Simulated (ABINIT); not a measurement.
# PbSe (Clausthalite) (Fm-3m) in ABINIT: settings compared

The runs below take PbSe (Clausthalite) through band structure, with RPBE, OLYP, PBEsol.

All numbers are computed with ABINIT 10.8.3 (patched build); they aren't measurements. Logs are shortened: lines on timing, memory, paths and dates and some standing lists are left out, and cuts for length are marked. The log counts tension as positive stress, the text compression.

**Experimental background.**

From a printed reference work, monograph, for a bulk crystal of PbSe: band gap 0.15 eV (direct) at 4.2 K; band gap 0.28 eV (direct) at 300 K.

The runs below are set against these values where they give the same quantity.

## (1) The structure

Symmetry: Fm-3m, No. 225, cubic system. The conventional cell has a = 6.121 Å, b = 6.121 Å, c = 6.121 Å, α = 90.00°, β = 90.00°, γ = 90.00°. Around Pb (site symmetry m-3m) lie 6 Se at 3.06 Å. Around Se (site symmetry m-3m) lie 6 Pb at 3.06 Å.

## (2) Band structure, RPBE

run.abi reads:

```
# Datasets: ground state, then fixed potential
ndtset 2

# Pseudopotentials
pp_dirpath "./"
pseudos "Pb.GGA_PBE-JTH.xml, Se.GGA_PBE-JTH.xml"

# Structure
acell 8.1795146323 8.1795146323 8.1795146323
rprim
     0.0000000000     0.7071067812     0.7071067812
     0.7071067812     0.0000000000     0.7071067812
     0.7071067812     0.7071067812     0.0000000000
ntypat 2
znucl 82 34
natom 2
typat 1 2
xred
     0.0000000000     0.0000000000     0.0000000000
     0.5000000000     0.5000000000     0.5000000000

# Plane-wave basis
ecut 17.0
pawecutdg 34.0

# Exchange and correlation
ixc 15

# Bands and occupations
occopt 3
tsmear 0.00183747

# SCF cycle
nstep 100

# Output
iomode 3
prtwf 0
prteig 0
prtebands 0
prtden1 1

# Dataset 1
kptopt1 1
ngkpt1 8 8 8
nshiftk1 1
shiftk1 0.0 0.0 0.0
nband1 14
tolvrs1 1.0e-9

# Dataset 2: bands along G-X-W-K-G-L-U-W-L-K
iscf2 -2
getden2 1
nband2 18
nbdbuf2 2
tolwfr2 1.0e-12
kptopt2 -9
ndivsm2 6
prteig2 1
prtvol2 -3
kptbounds2
     0.0000000000     0.0000000000     0.0000000000
     0.5000000000     0.0000000000     0.5000000000
     0.5000000000     0.2500000000     0.7500000000
     0.3750000000     0.3750000000     0.7500000000
     0.0000000000     0.0000000000     0.0000000000
     0.5000000000     0.5000000000     0.5000000000
     0.6250000000     0.2500000000     0.6250000000
     0.5000000000     0.2500000000     0.7500000000
     0.5000000000     0.5000000000     0.5000000000
     0.3750000000     0.3750000000     0.7500000000
```

Potentials or basis: JTH PAW PBE v2.0.

The run is started by

```console
$ abinit run.abi > log 2>&1
```

run.abo:

```text
.Version 10.8.3 of ABINIT
 DATASET    1 : space group Fm -3 m (#225); Bravais cF (face-center cubic)
================================================================================
 Values of the parameters that define the memory need for DATASET  1.
     intxc =       0    ionmov =       0      iscf =      17    lmnmax =      18
     lnmax =       6     mgfft =      32  mpssoang =       3    mqgrid =    3001
     natom =       2  nloc_mem =       2    nspden =       1   nspinor =       1
    nsppol =       1      nsym =      48    n1xccc =       1    ntypat =       2
    occopt =       3   xclevel =       2
       mpw =        1314          nfft =       32768          nkpt =          29
 PAW method is used; the additional fine FFT grid is defined by:
   mgfftf=        45    nfftf =     91125
================================================================================
================================================================================

 DATASET    2 : space group Fm -3 m (#225); Bravais cF (face-center cubic)
================================================================================
 Values of the parameters that define the memory need for DATASET  2.
     intxc =       0    ionmov =       0      iscf =      -2    lmnmax =      18
     lnmax =       6     mgfft =      32  mpssoang =       3    mqgrid =    3001
     natom =       2  nloc_mem =       2    nspden =       1   nspinor =       1
    nsppol =       1      nsym =      48    n1xccc =       1    ntypat =       2
    occopt =       3   xclevel =       2
       mpw =        1317          nfft =       32768          nkpt =         103
 PAW method is used; the additional fine FFT grid is defined by:
   mgfftf=        45    nfftf =     91125
================================================================================
================================================================================

--------------------------------------------------------------------------------
------------- Echo of variables that govern the present computation ------------
--------------------------------------------------------------------------------
 -outvars: echo values of preprocessed input variables --------
            acell      8.1795146323E+00  8.1795146323E+00  8.1795146323E+00 Bohr
              amu      2.07200000E+02  7.89600000E+01
             ecut      1.70000000E+01 Hartree
           getden1          0
           getden2          1
             iscf1         17
             iscf2         -2
              ixc          15
           jdtset        1    2
           kptopt1          1
           kptopt2         -9
         kptrlatt        8    0    0      0    8    0      0    0    8
          kptrlen1     6.54361171E+01
          kptrlen2     3.00000000E+01
            natom           2
            nband1         14
            nband2         18
           nbdbuf1          0
           nbdbuf2          2
           ndtset           2
           ndivsm1          0
[... 1024 lines left out ...]
...

 Integrated electronic density in atomic spheres:
 ------------------------------------------------
 Atom  Sphere_radius  Integrated_density
    1        2.40264         11.30832325
    2        2.21132          3.91928497

================================================================================

 ----iterations are completed or convergence reached----

 Mean square residual over all n,k,spin=   51.885E-14; max=  99.963E-14
 reduced coordinates (array xred) for    2 atoms
       0.000000000000      0.000000000000      0.000000000000
       0.500000000000      0.500000000000      0.500000000000

 cartesian coordinates (angstrom) at end:
    1      0.00000000000000     0.00000000000000     0.00000000000000
    2      3.06064999797024     3.06064999797024     3.06064999797024
 length scales=  8.179514632300  8.179514632300  8.179514632300 bohr
              =  4.328412736724  4.328412736724  4.328412736724 angstroms
 Eigenvalues (hartree) for nkpt= 103  k points:
 kpt#   1, nband= 18, wtk=  1.00000, kpt=  0.0000  0.0000  0.0000 (reduced coord)
  -0.47273   -0.47273   -0.47273   -0.47227   -0.47227   -0.35038   -0.08177    0.07891
   0.07891    0.07891    0.32386    0.32386    0.32386    0.39047    0.39047    0.39047
   0.45602    0.46068
 kpt#   2, nband= 18, wtk=  1.00000, kpt=  0.0294  0.0000  0.0294 (reduced coord)
  -0.47272   -0.47271   -0.47271   -0.47229   -0.47224   -0.35005   -0.08295    0.07843
   0.07843    0.08095    0.31670    0.32317    0.32317    0.38734    0.39293    0.39293
   0.46013    0.46360
 kpt#   3, nband= 18, wtk=  1.00000, kpt=  0.0588  0.0000  0.0588 (reduced coord)
  -0.47277   -0.47270   -0.47270   -0.47235   -0.47225   -0.34908   -0.08625    0.07702
   0.07702    0.08675    0.29893    0.32149    0.32149    0.37961    0.39987    0.39987
   0.46768    0.47082
 kpt#   4, nband= 18, wtk=  1.00000, kpt=  0.0882  0.0000  0.0882 (reduced coord)
  -0.47279   -0.47264   -0.47264   -0.47244   -0.47222   -0.34745   -0.09113    0.07474
   0.07474    0.09537    0.27656    0.31965    0.31965    0.36989    0.41040    0.41040
   0.47102    0.48486
 kpt#   5, nband= 18, wtk=  1.00000, kpt=  0.1176  0.0000  0.1176 (reduced coord)
[... 381 lines left out ...]
   0.06204    0.08083    0.24462    0.26729    0.32480    0.40040    0.49569    0.50750
   0.59025    0.64537
 kpt# 101, nband= 18, wtk=  1.00000, kpt=  0.4000  0.4000  0.7000 (reduced coord)
  -0.47514   -0.47259   -0.47234   -0.47171   -0.47140   -0.30009   -0.15347   -0.00643
   0.05680    0.07323    0.25664    0.27803    0.33619    0.38791    0.50718    0.51021
   0.59421    0.64924
 kpt# 102, nband= 18, wtk=  1.00000, kpt=  0.3875  0.3875  0.7250 (reduced coord)
  -0.47544   -0.47270   -0.47221   -0.47161   -0.47137   -0.29876   -0.14970   -0.01437
   0.05218    0.06659    0.26687    0.28808    0.34469    0.37636    0.51537    0.52008
   0.59727    0.64595
 kpt# 103, nband= 18, wtk=  1.00000, kpt=  0.3750  0.3750  0.7500 (reduced coord)
  -0.47568   -0.47281   -0.47211   -0.47154   -0.47133   -0.29802   -0.14638   -0.01901
   0.04826    0.06089    0.27502    0.29717    0.35028    0.36623    0.52310    0.53092
   0.60353    0.63825

== END DATASET(S) ==============================================================
================================================================================

 -outvars: echo values of variables after computation  --------
            acell      8.1795146323E+00  8.1795146323E+00  8.1795146323E+00 Bohr
           etotal1    -7.0725599295E+01
            fcart1    -0.0000000000E+00 -0.0000000000E+00 -0.0000000000E+00
                      -0.0000000000E+00 -0.0000000000E+00 -0.0000000000E+00
            rprim      0.0000000000E+00  7.0710678120E-01  7.0710678120E-01
                       7.0710678120E-01  0.0000000000E+00  7.0710678120E-01
                       7.0710678120E-01  7.0710678120E-01  0.0000000000E+00
           strten1    -1.0713065468E-04 -1.0713065468E-04 -1.0713065468E-04
                       0.0000000000E+00  0.0000000000E+00  0.0000000000E+00
           xangst      0.0000000000E+00  0.0000000000E+00  0.0000000000E+00
                       3.0606499980E+00  3.0606499980E+00  3.0606499980E+00
             xred      0.0000000000E+00  0.0000000000E+00  0.0000000000E+00
                       5.0000000000E-01  5.0000000000E-01  5.0000000000E-01
 Calculation completed.
```

Wall time 65 s (1 thread of Arm Neoverse V2, shared host); peak memory 0.14 GiB.

Results:

```yaml
Free_energy: -1924.5416 eV
Band_gap_on_the_k_mesh: 0.36 eV, direct
Valence_electrons_inside_the_program's_atomic_spheres: Pb 11.31; Se 3.92
```

Levels at the corners of the path, in eV from the valence-band top:
| point | band 7 | band 8 | band 9 | band 10 | band 11 | band 12 | band 13 | band 14 |
| --- | --- | --- | --- | --- | --- | --- | --- | --- |
| Γ | -6.27 | -1.90 | -1.90 | -1.90 | 4.76 | 4.76 | 4.76 | 6.58 |
| X | -7.37 | -4.97 | -3.24 | -3.24 | 3.79 | 5.65 | 5.65 | 6.09 |
| W | -8.01 | -4.22 | -4.22 | -0.81 | 1.93 | 5.00 | 5.00 | 7.81 |
| K | -8.03 | -4.57 | -2.74 | -2.39 | 3.44 | 4.04 | 5.48 | 5.92 |
| Γ | -6.27 | -1.90 | -1.90 | -1.90 | 4.76 | 4.76 | 4.76 | 6.58 |
| L | -8.79 | -1.48 | -1.48 | 0.00 | 0.36 | 1.72 | 1.72 | 8.70 |
| U | -8.03 | -4.57 | -2.74 | -2.39 | 3.44 | 4.04 | 5.48 | 5.92 |
| W | -8.01 | -4.22 | -4.22 | -0.81 | 1.93 | 5.00 | 5.00 | 7.81 |
| L | -8.79 | -1.48 | -1.48 | 0.00 | 0.36 | 1.72 | 1.72 | 8.70 |
| K | -8.03 | -4.57 | -2.74 | -2.39 | 3.44 | 4.04 | 5.48 | 5.92 |

Caveat: spin-orbit coupling is left out, which as a rule narrows the gap of such compounds by several tenths of an eV.

(Part 1 of 2 ends here.)
